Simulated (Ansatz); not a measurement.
MgS (zincblende) was put through Ansatz (plane waves). The geometry is the r2SCAN minimum.

The cell:
```
CELL_PARAMETERS angstrom
0.00000 2.83088 2.83088
2.83088 0.00000 2.83088
2.83088 2.83088 0.00000
ATOMIC_POSITIONS crystal
Mg 0.00000 0.00000 0.00000
S 0.25000 0.25000 0.25000
```

The log, with set-up remarks and timings taken out:
```
Pseudopotential: Mg, paw, valence charge 10, recommended cutoff 500 eV (meta_gga)
Pseudopotential: S, paw, valence charge 6, recommended cutoff 500 eV (meta_gga)
Functional definition: r2SCAN
  parameter k0 = 0.174
  parameter k1 = 0.065
  parameter a1 = 4.9479
  exchange = r2scan_x(k0 = k0, k1 = k1, a1 = a1)
  correlation = r2scan_c
Crystal: 2 atoms, lattice volume = 45.373 Å³
Basis set: ecut = 500 eV, 1139 PW (Γ)
Bands: 12, of which v1, the nominal top of the filled ones, is band 8 counted from 1 (7 counted from 0)
Symmetry: 24 space group operations
Space group: F-43m (ITA 216)
k-points: 29 of 512 (time reversal used)
SCF 1 converged in 6 iterations: F = -2835.513244 eV  dr2 = 2.01e-9
Free energy (F): -2835.513244 eV
Fermi energy:    2.837461 eV
--- Per-component energies (eV) ---
  E_band       = -387.559456
  E_kinetic    = 183.457530
  E_local      = -1884.890483
  E_nonlocal   = 123.718385
  E_hartree    = 683.428737
  E_xc         = -119.959966
  E_vxc        = -135.366789
  E_paw        = -905.824603
  E_vpaw       = -48.447249
  E_vtau       = 7.112252
  E_ewald      = -915.306869
  E_core_change = -0.135975
--- G₀W₀: contour deformation, 6 samples at zero and on the imaginary axis and 4 off it, 512 q-points, 73 empty bands' worth ---
    ik  band        ε_KS         Σx   Σc(E_QP)       V_xc       Z   E_QP_lin       E_QP  E_QP is
     0     7      2.8375   -18.0885     2.1219   -15.1534  0.7887     2.0169     2.0242  root
     0     8      2.8375   -18.0885     2.1219   -15.1534  0.7887     2.0169     2.0242  root
     0     9      6.9794    -6.2000    -3.2634    -9.7716  0.8304     7.2885     7.2877  root
     0    10     11.4187    -5.2153    -3.8602    -9.8413  0.8136    12.1916    12.1845  root
     1     7      2.7842   -18.0713     2.1375   -15.1122  0.7883     1.9551     1.9626  root
     1     8      2.7842   -18.0713     2.1375   -15.1122  0.7883     1.9551     1.9626  root
     1     9      7.6208    -6.6146    -3.3037   -10.2886  0.8255     7.9923     7.9911  root
     1    10     11.2430    -5.3200    -3.8377    -9.8864  0.8134    11.9782    11.9717  root
     2     7      2.6634   -18.0415     2.1733   -15.0285  0.7874     1.8157     1.8237  root
     2     8      2.6634   -18.0415     2.1733   -15.0285  0.7874     1.8157     1.8237  root
     2     9      8.4867    -6.2243    -3.4576   -10.1300  0.8232     8.9368     8.9349  root
     2    10     11.2976    -5.7436    -3.9088   -10.2956  0.8037    11.9467    11.9408  root
     3     7      2.5520   -18.0244     2.2064   -14.9628  0.7865     1.6883     1.6968  root
     3     8      2.5520   -18.0244     2.2064   -14.9628  0.7865     1.6883     1.6968  root
     3     9      8.6694    -5.6717    -3.4717    -9.6330  0.8270     9.1612     9.1590  root
     3    10     11.2146    -4.5253    -3.8099    -9.0398  0.8148    11.9255    11.9192  root
     4     7      2.5084   -18.0204     2.2195   -14.9398  0.7861     1.6386     1.6473  root
     4     8      2.5084   -18.0204     2.2195   -14.9398  0.7861     1.6386     1.6473  root
     4     9      8.6393    -5.5609    -3.4569    -9.5174  0.8285     9.1411     9.1389  root
     4    10     11.0328    -4.4606    -3.7717    -8.9290  0.8165    11.7354    11.7295  root
     5     7      2.6559   -17.9643     2.1651   -14.9581  0.7876     1.8068     1.8149  root
     5     8      2.6559   -17.9643     2.1651   -14.9581  0.7876     1.8068     1.8149  root
     5     9      7.8334    -6.7523    -3.3177   -10.4604  0.8236     8.2252     8.2238  root
     5    10     10.8841    -5.1709    -3.7801    -9.6674  0.8174    11.6063    11.6005  root
     6     7      2.4891   -17.8871     2.2097   -14.8120  0.7864     1.6149     1.6237  root
     6     8      2.5306   -17.8880     2.1899   -14.8402  0.7867     1.6641     1.6726  root
     6     9      8.6248    -6.4612    -3.4587   -10.3705  0.8194     9.0775     9.0755  root
     6    10     10.6420    -5.4333    -3.7661    -9.8936  0.8164    11.3417    11.3362  root
     7     7      2.3289   -17.7597     2.2328   -14.6424  0.7854     1.4350     1.4444  root
     7     8      2.3820   -17.8760     2.2420   -14.7542  0.7855     1.4929     1.5022  root
     7     9      9.0143    -5.7098    -3.5167    -9.7270  0.8222     9.5173     9.5148  root
     7    10     10.5900    -4.7384    -3.7627    -9.0994  0.8136    11.1927    11.1883  root
     8     7      2.1327   -17.6357     2.2776   -14.4484  0.7840     1.2126     1.2229  root
     8     8      2.3867   -17.9213     2.2451   -14.7979  0.7854     1.4991     1.5083  root
     8     9      9.1051    -5.6083    -3.5185    -9.6602  0.8246     9.6412     9.6385  root
     8    10     10.2557    -4.4341    -3.6821    -8.6748  0.8163    10.8180    10.8143  root
  […]
```

The points are ik 0 = (0, 0, 0) (Γ), ik 1 = (0, 0, 1/8), ik 2 = (0, 0, 1/4), ik 3 = (0, 0, 3/8), ik 4 = (0, 0, -1/2), ik 5 = (0, 1/8, 1/8), ik 6 = (0, 1/8, 1/4), ik 7 = (0, 1/8, 3/8), ik 8 = (0, 1/8, -1/2), ik 9 = (0, 1/8, -3/8), ik 10 = (0, 1/8, -1/4), ik 11 = (0, 1/8, -1/8); band 8 is the last filled one.

Task: What input produced it? Give the YAML.

Result:
```yaml
crystal:
  # lattice and atoms as above
kpoints:
  mp_grid: { grid: [8, 8, 8] }
hamiltonian:
  xc: r2scan
scf:
  occupations: { method: fixed }
gw:
  n_empty_bands: 73
  ecut_chi: 80
  qp_bands: [v2, c2]
  qp_kpoints: band_edges
  screening: { model: contour_deformation }
```
The term E_vtau belongs to a meta-GGA, which reads the kinetic-energy density. The quasiparticle table needs the gw block. Not every key shows in the log; this is the file that was used.

It took 27 s on 1 × NVIDIA H100 80GB HBM3 with 2 threads of AMD EPYC 7R13 Processor (Zen 3), on a shared host, load about 1.6 per core; peak host memory 1.3 GiB.

Simulation only: spin-unpolarised, and no claim that this is the phase found in nature.
